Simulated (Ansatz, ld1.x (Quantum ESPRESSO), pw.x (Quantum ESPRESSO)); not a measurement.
**From atom to crystal: TM potential for Tc (Z = 43)**

Tc, norm-conserving Troullier–Martins (Kleinman–Bylander form), made with ld1.x (Quantum ESPRESSO) 7.5 (PBE, scalar-relativistic). Core [Kr], reference 4d5 5s1.75 5p0.25. Waves: 5s (bound): rc 2.50 bohr; 5p (bound): rc 3.80 bohr; 4d (bound): rc 2.35 bohr. Local part: all-electron potential smoothed inside 2.75 bohr (lloc = -2). Core correction: Bessel-smoothed model core, default radius (core density twice the valence density).

Crystal test: fcc Tc in pw.x 7.5, no spin, 15³ k-points, Fermi–Dirac smearing 0.01 Ry, cutoffs 50/200 Ry. The reference is all-electron LAPW (Ansatz 0.2.0) with the same functional, mesh and smearing; V0 and B0 come from Birch–Murnaghan fits to the pressures at five volumes. Errors are pseudo minus all-electron; Δ is the rms difference of the E(V) curves that follow from these fits, minima aligned, over ±6 % about the mean V0. Mesh and smearing are coarse, so the numbers serve the comparison and aren't converged zero-temperature values; the lattice is a test structure that the element need not adopt.

```tsv
V (Å³/atom)	P all-electron (GPa)	P pseudo (GPa)
13.816	16.43	30.02
14.179	7.40	19.71
14.543	-0.46	10.70
14.907	-7.31	2.82
15.270	-13.27	-4.07
```

All-electron: a0 = 3.873 Å (V0 = 14.52 Å³/atom), B0 = 295.3 GPa.

Pseudopotential: mean pressure error (GPa): +11.28; a0 (Å): 3.919; a0 error (%): +1.20; B0 error (%): -2.1; Δ (meV/atom): 34.0. The largest radius (3.80 bohr) exceeds half the bond length (2.59 bohr), so the spheres overlap, which is one possible source of error among others. This is a poor potential for the solid.

Problem. At the middle volume, how do free energy and pressure move when the wave cutoff is lowered (ecutrho kept at four times it)?

Solution.

```json
{"cutoff (Ry)": "22", "shift of F (meV/atom)": "+4711.2", "shift of P (GPa)": "-190.61"}
{"cutoff (Ry)": "30", "shift of F (meV/atom)": "+376.3", "shift of P (GPa)": "-28.59"}
{"cutoff (Ry)": "40", "shift of F (meV/atom)": "+5.0", "shift of P (GPa)": "-0.86"}
```

The run at the middle volume (120 k-points, 7 iterations) took about 8.7 s on one core of a shared host (Neoverse-V1, 32 threads, 247 GiB, load 25).
